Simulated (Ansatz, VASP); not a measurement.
# WC: VASP beside Ansatz

Aim: how closely do two programs agree when they are given the same cell, functional and k mesh? The cell is taken from a series of runs on this material, whose earlier steps may have relaxed, scaled, displaced or heated it; both programs get it as it stands.

Main program and level: Ansatz 0.2.0; plane waves, with VASP 6.6.1 beside it; relaxation of cell and atoms at BLYP with D3(BJ).

### 1. Set-up

It takes space group Fm-3m (No. 225, cubic). The conventional cell has a = 4.385 Å, b = 4.385 Å, c = 4.385 Å, α = 90.00°, β = 90.00°, γ = 90.00°. W has 6 C at 2.19 Å nearest. Nearest to C lie 6 W at 2.19 Å. Farther neighbours are not listed.

### 2. VASP: relaxation of cell and atoms, BLYP with D3(BJ)

The relaxed volume is the usual yardstick between codes: in a stiff, nearly cubic crystal its relative difference is about their pressure difference at one cell divided by the bulk modulus.

Lines of VASP's logs that name or quote its potential files are left out, and so is its time.

Contents of INCAR:

```
SYSTEM = WC
PREC = Accurate
ENCUT = 600
EDIFF = 1E-07
NELM = 120
ISMEAR = 0
SIGMA = 0.1
LREAL = .FALSE.
ALGO = Normal
GGA = B5
ALDAX = 1
AGGAX = 1
AGGAC = 1
ALDAC = 0
IVDW = 12
VDW_S6 = 1
VDW_S8 = 2.6996
VDW_A1 = 0.4298
VDW_A2 = 4.2359
NBANDS = 11
LASPH = .TRUE.
LORBIT = 11
LWAVE = .FALSE.
LCHARG = .FALSE.
ISIF = 3
IBRION = 2
NSW = 80
EDIFFG = -0.005
GGA_COMPAT = .FALSE.
NELMIN = 4
```

Contents of POSCAR:

```
WC
1.0
    0.0000000000      2.1926840000      2.1926840000
    2.1926840000      0.0000000000      2.1926840000
    2.1926840000      2.1926840000      0.0000000000
W C
1 1
Direct
    0.0000000000      0.0000000000      0.0000000000
    0.5000000000      0.5000000000      0.5000000000
```

Contents of KPOINTS:

```
Automatic mesh
0
Gamma
14 14 14
0 0 0
```

PAW data sets: W and C (PBE family, release 64).

Launch:

```console
> mpirun -np 1 vasp_std
```

Numbers of over 12 decimals in the logs are rounded to 6 here.

The program printed:

```text
[banner, memory and clock lines left out]
running    1 mpi-ranks, on    1 nodes
 distrk:  each k-point on    1 cores,    1 groups
 distr:  one band on    1 cores,    1 groups

 POSCAR found type information on POSCAR W C
 POSCAR found :  2 types and       2 ions
|                                                                             |
|               ----> ADVICE to this user running VASP <----                  |
|                                                                             |
|     You enforced a specific xc type in the INCAR file but a different       |
|     [... a line on the potential file left out ...]
|     I HOPE YOU KNOW WHAT YOU ARE DOING!                                     |
|                                                                             |

 LDA part: xc-table for (Slater(with rela. corr.)+VWN5), standard interpolation
 POSCAR, INCAR and KPOINTS ok, starting setup
 FFT: planning ... GRIDC
 FFT: planning ... GRID_SOFT
 FFT: planning ... GRID
 WAVECAR not read
 entering main loop
       N       E                     dE             d eps       ncg     rms          rms(c)
DAV:   1     0.322142444697E+02    0.32214E+02   -0.53859E+03  2288   0.924E+02
DAV:   2    -0.207389886357E+02   -0.52953E+02   -0.50228E+02  2612   0.213E+02
DAV:   3    -0.232520440645E+02   -0.25131E+01   -0.24681E+01  2834   0.389E+01
DAV:   4    -0.232757634775E+02   -0.23719E-01   -0.23676E-01  2434   0.416E+00
DAV:   5    -0.232759121963E+02   -0.14872E-03   -0.14870E-03  2806   0.300E-01    0.337E+01
DAV:   6    -0.193274951826E+02    0.39484E+01   -0.21358E+01  2602   0.280E+01    0.101E+01
DAV:   7    -0.192386464509E+02    0.88849E-01   -0.11379E+00  2390   0.797E+00    0.893E+00
DAV:   8    -0.192092563680E+02    0.29390E-01   -0.12681E-01  2536   0.303E+00    0.384E+00
DAV:   9    -0.192011929353E+02    0.80634E-02   -0.12327E-02  2468   0.879E-01    0.231E-01
DAV:  10    -0.192012288752E+02   -0.35940E-04   -0.58300E-04  2675   0.182E-01    0.910E-02
DAV:  11    -0.192012291474E+02   -0.27222E-06   -0.12370E-05  2491   0.271E-02    0.374E-02
DAV:  12    -0.192012305028E+02   -0.13553E-05   -0.71292E-06  2522   0.253E-02    0.130E-02
DAV:  13    -0.192012299381E+02    0.56467E-06   -0.10292E-07  1933   0.238E-03    0.108E-03
DAV:  14    -0.192012299418E+02   -0.37041E-08   -0.13551E-08  1414   0.101E-03
   1 F= -.21315230E+02 E0= -.21311510E+02  d E =-.213152E+02
 curvature:   0.00 expect dE= 0.000E+00 dE for cont linesearch  0.000E+00
 trial: gam= 0.00000 g(F)=  0.244E-61 g(S)=  0.166E-01 ort = 0.000E+00 (trialstep = 0.100E+01)
 search vector abs. value=  0.166E-01
 bond charge predicted
       N       E                     dE             d eps       ncg     rms          rms(c)
DAV:   1    -0.191200384971E+02    0.81191E-01   -0.59737E-01  2348   0.621E+00    0.260E+00
DAV:   2    -0.191120133851E+02    0.80251E-02   -0.59182E-03  2552   0.672E-01    0.142E+00
DAV:   3    -0.191089127100E+02    0.31007E-02   -0.66165E-03  2540   0.620E-01    0.112E-01
DAV:   4    -0.191089168812E+02   -0.41711E-05   -0.79730E-05  2504   0.665E-02    0.217E-02
DAV:   5    -0.191089209955E+02   -0.41143E-05   -0.15376E-05  2684   0.280E-02    0.663E-03
DAV:   6    -0.191089216249E+02   -0.62939E-06   -0.72472E-07  2662   0.681E-03    0.510E-03
DAV:   7    -0.191089216133E+02    0.11566E-07   -0.12850E-08  1465   0.994E-04
   2 F= -.21302124E+02 E0= -.21298533E+02  d E =0.131054E-01
 trial-energy change:    0.013105  1 .order    0.013517   -0.016578    0.043612
 step:   0.2838(harm=  0.2754)  dis= 0.00000  next Energy=   -21.317591 (dE=-0.236E-02)
 bond charge predicted
       N       E                     dE             d eps       ncg     rms          rms(c)
DAV:   1    -0.191872678622E+02   -0.78346E-01   -0.30049E-01  2333   0.433E+00    0.185E+00
DAV:   2    -0.191831466367E+02    0.41212E-02   -0.29721E-03  2552   0.466E-01    0.103E+00
DAV:   3    -0.191815358156E+02    0.16108E-02   -0.35376E-03  2534   0.448E-01    0.850E-02
DAV:   4    -0.191815356256E+02    0.19000E-06   -0.53400E-05  2465   0.526E-02    0.129E-02
DAV:   5    -0.191815355820E+02    0.43601E-07   -0.28716E-06  2778   0.121E-02    0.762E-03
DAV:   6    -0.191815354993E+02    0.82716E-07   -0.27554E-06  2499   0.130E-02    0.414E-03
DAV:   7    -0.191815355196E+02   -0.20281E-07   -0.36999E-08  1541   0.160E-03
   3 F= -.21317624E+02 E0= -.21313941E+02  d E =-.239435E-02
 curvature:  -0.14 expect dE=-0.605E-07 dE for cont linesearch -0.605E-07
 trial: gam=-0.00512 g(F)=  0.200E-62 g(S)=  0.439E-06 ort = 0.853E-04 (trialstep = 0.857E+00)
 search vector abs. value=  0.112E-09
 reached required accuracy - stopping structural energy minimisation
```

From OUTCAR (step 2):

```text
ion  position               nearest neighbor table
   1  0.000  0.000  0.000-   2 2.19   2 2.19   2 2.19   2 2.19   2 2.19   2 2.19
   2  0.500  0.500  0.500-   1 2.19   1 2.19   1 2.19   1 2.19   1 2.19   1 2.19

  LATTYP: Found a face centered cubic cell.
 ALAT       =     4.3853680000

 Subroutine GETGRP returns: Found 48 space group operations
 (whereof 48 operations were pure point group operations)

The static configuration has the point symmetry O_h .

 Found    104 irreducible k-points:

   k-points           NKPTS =    104   k-points in BZ     NKDIM =    104   number of bands    NBANDS=     11

   dimension x,y,z NGX =    28 NGY =   28 NGZ =   28
   dimension x,y,z NGXF=    56 NGYF=   56 NGZF=   56

   ENCUT  =  600.0 eV  44.10 Ry    6.64 a.u.   6.19  6.19  6.19*2*pi/ulx,y,z

   NELECT =      10.0000    total number of electrons

 k-points in reciprocal lattice and weights: Automatic mesh
   0.00000000  0.00000000  0.00000000       0.000
   0.07142857  0.00000000  0.00000000       0.003
   0.14285714  0.00000000  0.00000000       0.003
   0.21428571  0.00000000  0.00000000       0.003
   0.28571429  0.00000000  0.00000000       0.003
   0.35714286  0.00000000  0.00000000       0.003
   0.42857143  0.00000000  0.00000000       0.003
   0.50000000  0.00000000  0.00000000       0.001
   0.07142857  0.07142857  0.00000000       0.002
[...]
-0.28571429  0.42857143  0.21428571       0.009
  -0.28571429  0.50000000  0.21428571       0.004

 Edisp (eV)   -2.19320

 average (electrostatic) potential at core
       1 -37.1510       2 -45.3001

 E-fermi :  10.2859

 k-point     1 :       0.0000    0.0000    0.0000
  band No.  band energies     occupation
    ...
      5       9.2811      2.00000
      6       9.2811      2.00000
      7       9.2811      2.00000
      8       9.3244      2.00000
      9       9.3244      2.00000
     10      17.0795      0.00000
     11      20.9417      0.00000

 k-point     2 :       0.0714    0.0000    0.0000
  band No.  band energies     occupation
    ...
      3       7.4049      2.00000
      4       7.4049      2.00000
      5       8.2336      2.00000
      6       8.2336      2.00000
      7       9.5048      2.00000
      8      10.8010      0.00000
      9      10.8010      0.00000
     10      17.3463      0.00000
     11      21.2705      0.00000

 k-point     3 :       0.1429    0.0000    0.0000
  band No.  band energies     occupation
    ...
      3       6.4854      2.00000
      4       6.4854      2.00000
      5       8.3290      2.00000
      6       8.3290      2.00000
      7       9.8544      2.00000
      8      12.4429      0.00000
      9      12.4429      0.00000
     10      18.0145      0.00000
     11      22.1295      0.00000

 Edisp (eV)   -2.13609

  Total      -0.00246    -0.00246    -0.00246    -0.00000     0.00000     0.00000
  in kB      -0.18909    -0.18909    -0.18909    -0.00000     0.00000     0.00000
  external pressure =       -0.19 kB  Pullay stress =        0.00 kB

  energy-cutoff  :      600.00
  volume of cell :       20.88
      direct lattice vectors                 reciprocal lattice vectors
     0.000000000  2.185500394  2.185500394    -0.228780558  0.228780558  0.228780558
     2.185500394 -0.000000000  2.185500394     0.228780558 -0.228780558  0.228780558
     2.185500394  2.185500394  0.000000000     0.228780558  0.228780558 -0.228780558

 POSITION                                       TOTAL-FORCE (eV/Angst)
 -----------------------------------------------------------------------------------
      0.00000      0.00000      0.00000         0.000000      0.000000      0.000000
      2.18550      2.18550      2.18550         0.000000     -0.000000     -0.000000
 -----------------------------------------------------------------------------------
    total drift:                                0.000000      0.000000      0.000000

  FREE ENERGIE OF THE ION-ELECTRON SYSTEM (eV)
  ---------------------------------------------------
  free  energy   TOTEN  =       -21.3176241990 eV

  energy  without entropy=      -21.3102586216  energy(sigma->0) =      -21.31394141

 reached required accuracy - stopping structural energy minimisation

 total charge
# of ion       s       p       d       tot
------------------------------------------
    1        0.555   0.760   4.391   5.705
    2        0.866   1.621   0.000   2.488
--------------------------------------------------
tot          1.421   2.381   4.391   8.193

[... 3 further parts left out ...]
```

CONTCAR:

```
WC
   1.00000000000000
     0.0000000000000000    2.1855003938431996    2.1855003938431996
     2.1855003938431996   -0.0000000000000000    2.1855003938431996
     2.1855003938431996    2.1855003938431996    0.0000000000000000
  W               C
     1     1
Direct
     0.0000000000000000    0.0000000000000000    0.0000000000000000
     0.5000000000000000    0.5000000000000000    0.5000000000000000
```

The data set W keeps the semicore shell frozen, which is cheaper and a little less accurate.

### 3. Ansatz: relaxation of cell and atoms, BLYP with D3(BJ)

Ansatz runs on its default PAW (the set named soft_2) files.

The same cell, functional (in two slightly different forms), mesh and smearing now go to Ansatz, which takes its cutoff from its data sets.

Contents of input.yaml:

```yaml
crystal:
  lattice:
    - [0.0, 2.192684, 2.192684]
    - [2.192684, 0.0, 2.192684]
    - [2.192684, 2.192684, 0.0]
  atoms:
    - { symbol: W, position: [0.0, 0.0, 0.0] }
    - { symbol: C, position: [0.5, 0.5, 0.5] }
kpoints:
  mp_grid: { grid: [14, 14, 14] }
hamiltonian:
  xc: blyp
  dispersion: d3bj
scf:
  occupations: { method: gaussian, width: 0.1 }
output:
  forces: true
  stress: true
  eigenvalues: true
relax:
  adjacent_minimum: "off"
  f_tol: 0.005
  max_steps: 60
  cell: { stress_tol: 0.03 }
```

Launch:

```console
> ansatz run input.yaml --threads 4 --pin off --max-ram 8192MiB --backend cpu --events-out ev --progress --plain --runs-dir out
```

The program printed:

```text
Engine: ansatz 0.2.0, aarch64-unknown-linux-gnu
Pseudopotentials: kind: paw
Pseudopotential: W, paw, valence charge 14, recommended cutoff 420 eV (normal), W.paw.azcp
Pseudopotential: C, paw, valence charge 4, recommended cutoff 420 eV (normal), C.paw.azcp
Functional definition: BLYP
  parameter beta = 0.0042
  parameter a = 0.04918
  parameter b = 0.132
  parameter c = 0.2533
  parameter d = 0.349
  exchange = b88_x(beta = beta)
  correlation = lyp_c(a = a, b = b, c = c, d = d)
Crystal: 2 atoms, lattice volume = 21.084 Å³
Basis set: ecut = 420 eV, 411 PW (Γ), exchange–correlation on 48×48×48 points (8 copies of the dense FFT grid, shifted against one another)
Bands: 13, of which v1, the nominal top of the filled ones, is band 9 counted from 1 (8 counted from 0)
Symmetry: 48 space group operations
Space group: Fm-3m (ITA 225), of the structure as read, at distance tolerance 2.8e-5 Å
k-points: 104 of 2744
Non-local potential: W, projectors of the file, l = 0: 3, l = 1: 2, l = 2: 2, l = 3: 1
Non-local potential: C, projectors of the file, l = 0: 2, l = 1: 2, l = 2: 1
PAW form: soft (Blöchl's): semilocal exchange-correlation on the pseudo side does not see the compensation charge
PAW frozen core: W, regenerated for the run's functional, and the local potential with it (the file was generated under x = pbe(κ = 0.804, μ = 0.219515), c = pbe(β = 0.066725))
PAW frozen core: C, regenerated for the run's functional, and the local potential with it (the file was generated under x = pbe(κ = 0.804, μ = 0.219515), c = pbe(β = 0.066725))
PAW one-centre angular grid: W, 590 points (default); XC on 64 Gauss nodes
PAW one-centre angular grid: C, 110 points (default); XC on 64 Gauss nodes
Initial density: superposition of atomic densities (neutral atoms: chi_scale 0, normalization atom), corrected by the library's trained network
Initial wavefunctions: pseudopotential atomic-orbital guess
Functional: x = b88, c = lyp
SCF iter   1: F=—  HF=-10662.071304 eV  |F-HF|=—  |Δ(HF+E_count)|=         —  Δρ=2.49e-2  dr2=1.40e-1  ethr=1.77e-3  ⟨swp⟩=5.0  Hψ=15583  notcnv=0  defer=115
automatic band count: the SCF goes on with 17 bands, as 13 were too few: the levels above may hold too much charge
preconditioner: auto → none  [metal: Δε(μ)=0.055 eV  Ē_g=14.578 eV  σ=0.100 eV  W_gap=0.30  n_scr=8 (ndim 8)  ℏωp=25.6 eV  f_vac=0.000  D(μ)=1.25/eV (n_scr^D=14)  sad-step TF]
SCF iter   2: F=—  HF=-10662.051941 eV  |F-HF|=—  |Δ(HF+E_count)|=   1.94e-2  Δρ=1.68e-2  dr2=6.82e-2  ethr=7.77e-4  ⟨swp⟩=1.0  Hψ=2601  notcnv=0  defer=122
SCF iter   3: F=—  HF=-10662.035253 eV  |F-HF|=—  |Δ(HF+E_count)|=   1.67e-2  Δρ=1.16e-3  dr2=1.62e-4  ethr=3.79e-4  ⟨swp⟩=2.1  Hψ=2321  notcnv=0  defer=122
SCF iter   4: F=—  HF=-10662.035265 eV  |F-HF|=—  |Δ(HF+E_count)|=   1.22e-5  Δρ=2.47e-4  dr2=1.44e-5  ethr=9.03e-7  ⟨swp⟩=2.2  Hψ=2069  notcnv=0  defer=122
SCF iter   5: F=—  HF=-10662.035264 eV  |F-HF|=—  |Δ(HF+E_count)|=   4.77e-7  Δρ=3.13e-5  dr2=8.47e-8  ethr=8.00e-8  ⟨swp⟩=2.3  Hψ=2048  notcnv=0  defer=122
SCF iter   6: F=-10662.035265 eV  HF=-10662.035265 eV  |F-HF|=4.55e-10  |Δ(HF+E_count)|=   1.60e-7  Δρ=3.73e-6  dr2=1.74e-9  ethr=4.71e-10  ⟨swp⟩=7.1  Hψ=7992  notcnv=0
SCF 1 converged in 6 iterations: F = -10662.035265 eV  dr2 = 1.74e-9
  greatest PAW one-centre occupation: 1.000 electrons in one spin orbital (limit 2), on the W atom at site 0 (counted from 0), in its partial waves of l = 0
relax step   1: F+E_penalty+E_count = -10662.03526458 eV  Δ(F+E_penalty+E_count) = +0.000e0 eV  max|allowed force component| = 4.306e-30 eV/Å  Δτ_max = 0.0000 Å  P = -5.179 GPa  Ω = 21.084 Å³  (6 SCF iters, dr2 threshold 1.00e-7 eV, accepted)
[...]
relax step   5: F+E_penalty+E_count = -10662.04026299 eV  Δ(F+E_penalty+E_count) = +6.641e-4 eV  max|allowed force component| = 2.334e-30 eV/Å  Δτ_max = 0.0000 Å  P = -0.037 GPa  Ω = 20.781 Å³  stress off target by 3.67e-2 GPa  SCF on the basis re-selected at this cell (its energy is not comparable with the rows above)  (8 SCF iters)
[...]
relax step   6: F+E_penalty+E_count = -10662.04026808 eV  Δ(F+E_penalty+E_count) = -5.086e-6 eV  max|allowed force component| = 2.183e-29 eV/Å  Δτ_max = 0.0000 Å  P = -0.000 GPa  Ω = 20.779 Å³  energy of the carried Pulay correction = +4.848e-6 eV  (7 SCF iters, dr2 threshold 3.38e-9 eV, accepted)
[...]
relax step   7: F+E_penalty+E_count = -10662.04023186 eV  Δ(F+E_penalty+E_count) = +3.622e-5 eV  max|allowed force component| = 1.341e-29 eV/Å  Δτ_max = 0.0000 Å  P = -0.001 GPa  Ω = 20.779 Å³  stress off target by 6.24e-4 GPa  SCF on the basis re-selected at this cell (its energy is not comparable with the rows above)  (7 SCF iters)
basis re-selected at this cell: Δ(F+E_penalty+E_count) = +3.622e-5 eV, ΔP = -0.001 GPa vs the last step (what re-selecting the basis moved, of the pressure what is left beyond the Pulay correction that the steps carried, after the strain that the cell walked since its last selection, with what the two solves' SCF thresholds leave and, on support functions, any second-order correction that the steps lacked; it is no m [...]
SCF converged after 7 iterations
Free energy (F): -10662.040232 eV
Harris-Foulkes:  -10662.040232 eV  (|F-HF|=1.82e-12)
Internal energy: -10662.033131 eV  (E = F + TS)
E sigma→0 (E₀):  -10662.036682 eV
Entropy (-TS):   -0.007101 eV (-3.550 meV/atom)
Fermi energy:    22.565522 eV
--- Per-component energies (eV) ---
  E_band       = -47.370316
  E_kinetic    = 544.995502
  E_local      = -654.547701  (includes V_loc(G=0)·N_el)
  E_nonlocal   = 27.590536
  E_hartree    = 230.152524
  E_xc         = -311.655511
  E_vxc        = -294.064715  (∫ρ·V_xc dr)
  E_paw        = -8691.685992  (= ΣΔE_a)
  E_vpaw       = -131.648929  (= ΣTr[D̂ρ^β])
  E_aug_tail   = -0.000058  (compensation charges beyond the density's cutoff)
  E_ewald      = -1804.927039
  E_disp       = -2.147054  (pairwise vdW)
  E_core_change = 0.191661  (= ΣΔE_core)
  E_smearing   = -0.007101  (= −TS)
  E_closure    = 0.000000  (closes the sum)
  Σ components = -10662.040232   (vs F -10662.040232, Δ=0.00e0)
--- Forces (eV/Å), atoms counted from 1 ---
  atom   1  W     -0.00000000     0.00000000     0.00000000
  atom   2  C      0.00000000    -0.00000000     0.00000000
  max |Σ_I F_I| component: 3.00e-29 eV/Å
--- Stress (GPa, compression-positive) ---
       -0.000624       0.000000      -0.000000
        0.000000      -0.000624       0.000000
       -0.000000       0.000000      -0.000624
  P = ⅓ Tr σ = -0.0006 GPa (-0.006 kbar)
--- Band table (eV; the first three rows and the last of 104) ---
  k-point 0: bands = [... 5 lower, 19.8356, 19.8356, 19.8356, 21.4911, 21.4911, 21.4911, 21.6379, 21.6379, ... 4 higher]
  k-point 1: bands = [... 5 lower, 19.3213, 19.6768, 19.6768, 20.5051, 20.5051, 21.7284, 23.0634, 23.0634, ... 4 higher]
  k-point 2: bands = [... 5 lower, 18.2576, 18.7491, 18.7491, 20.6116, 20.6116, 22.0889, 24.7067, 24.7067, ... 4 higher]
  k-point 103: bands = [... 5 lower, 16.4105, 16.6100, 16.7090, 22.5084, 23.6005, 24.8311, 26.0833, 27.5913, ... 4 higher]
--- Relaxed structure (5 steps of the walk, 5 accepted, 2 SCFs on fresh bases) ---
  F+E_penalty+E_count = -10662.04023186 eV   max|allowed force component| = 1.341e-29 eV/Å   (the final SCF, on the basis selected at the relaxed cell)
  cell:  # Å, volume = 20.7791 Å³
    - [0, 2.182055, 2.182055]
    - [2.182055, 0, 2.182055]
    - [2.182055, 2.182055, 0]
  atoms:
    - { symbol: W, position: [0, 0, 0] }
    - { symbol: C, position: [0.500000, 0.500000, 0.500000] }
```

The column dr2 measures how far the density is from self-consistency, as an energy; F and HF (Harris–Foulkes) agree once it is small.

### 4. Differences

Known differences besides the potentials themselves: the data sets hold 18 valence electrons in Ansatz (on its default PAW (the set named soft_2) files) and 10 in VASP; the cutoff is 420 eV in Ansatz and 600 eV in VASP; Ansatz makes its cores anew for this functional, VASP keeps those of its PBE data sets; VASP's log shows a relativistic correction to its local exchange, Ansatz's none; Ansatz adds a Pulay correction to the stress that steers its cell, VASP none. Total energies have different zeros and are not compared.

The two programs side by side:

| quantity | Ansatz | VASP | difference |
| --- | --- | --- | --- |
| volume (Å³) | 20.78 | 20.88 | -0.47 % |
| edge a after relaxation, in the typed setting (Å) | 3.086 | 3.091 | -0.16 % |

### 5. What came out

```yaml
difference_in_volume_relaxation_of_cell_and_atoms_blyp_with_d3_bj: -0.47 %
```

In words: The difference in volume is -0.47 % (relaxation of cell and atoms, BLYP with D3(BJ)), within the 1.2 % picked in this series as the mark of a large difference, as far as the stopping tolerances let one tell. The data sets hold unlike numbers of valence electrons (18 in Ansatz and 10 in VASP), so part of the differences comes from the potentials. 1 further run of this series is not shown here. How closely two codes agree says nothing of how well the functional describes the real material.

[Lines on the potential files, build, host, timing and source positions are cut from VASP's logs without a mark.]

[Logs are printed without paths, hosts, clocks, repeated set-up lines and the standing remarks that a program may print on its own settings, such as how far it seeks lower states.]

[Hosts, paths, dates, database ids (printed as entryN), source tags and the programs' standing remarks are cut or masked in the printed files.]
